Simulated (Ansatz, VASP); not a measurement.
# Bi2Se3 (Paraguanajuatite) in VASP and in Ansatz

File INCAR:

```
  ALGO = Normal
  EDIFF = 1E-6
  ENCUT = 520
  GGA = PE
  ISIF = 2
  ISMEAR = -1
  LASPH = True
  LCHARG = True
  LELF = True
  LREAL = False
  LVHAR = True
  LWAVE = False
  NBANDS = 32
  NELM = 80
  PREC = Accurate
  SIGMA = 0.03
```

File KPOINTS:

```
k-points
0
Gamma
  5 5 5
```

POSCAR

```
Bi2Se3
1.0
    2.0715000000      1.1959810826      9.5453333333
   -2.0715000000      1.1959810826      9.5453333333
    0.0000000000     -2.3919621653      9.5453333333
Bi Se
2 3
Direct
    0.5992000000      0.5992000000      0.5992000000
    0.4008000000      0.4008000000      0.4008000000
    0.7883000000      0.7883000000      0.7883000000
    0.2117000000      0.2117000000      0.2117000000
    0.0000000000      0.0000000000      0.0000000000
```

Contents of input.yaml:

```yaml
crystal:
  lattice:
    - [2.0715, 1.1959810826, 9.5453333333]
    - [-2.0715, 1.1959810826, 9.5453333333]
    - [0.0, -2.3919621653, 9.5453333333]
  atoms:
    - { symbol: Bi, position: [0.5992, 0.5992, 0.5992] }
    - { symbol: Bi, position: [0.4008, 0.4008, 0.4008] }
    - { symbol: Se, position: [0.7883, 0.7883, 0.7883] }
    - { symbol: Se, position: [0.2117, 0.2117, 0.2117] }
    - { symbol: Se, position: [0.0, 0.0, 0.0] }
kpoints:
  mp_grid: { grid: [5, 5, 5] }
scf:
  occupations: { method: fermi_dirac, width: 0.03 }
hamiltonian:
  xc: pbe
  pseudopotentials: { kind: all_electron, lapw: { basis_error: 0.002 } }
output:
  forces: true
  stress: true
  eigenvalues: true
```

Alike in both runs: task single point; functional PBE; k mesh 5 × 5 × 5; occupations fermi-dirac, width 0.03 eV; no spin polarisation.

|  | VASP | Ansatz |
| --- | --- | --- |
| version | VASP 6.6.1 | Ansatz 0.2.0 |
| potentials or method | VASP PAW PBE potentials, release 64 (Bi_d, Se) | all-electron LAPW, scalar-relativistic |
| plane-wave cutoff (eV) | 520 | see its input |

```tsv
	VASP	Ansatz	Ansatz less VASP
gap on the k mesh at the Fermi level (eV)	0.22	0.23	+0.003
least direct gap on the mesh (eV)	0.22	0.23	+0.003
pressure (GPa)	2.5	2.5	-0.01
rms of the force components (eV/Å)	0.103	0.097	-0.0060
```

Atom by atom the forces differ by 0.006 eV/Å (rms over components). Ansatz ran all-electron here, so the differences hold the error of VASP's frozen core and of both bases.

Caveats: spin-orbit coupling is left out, which as a rule narrows the gap of such compounds by several tenths of an eV; an odd mesh through Γ misses points on the zone boundary, where band edges often lie.
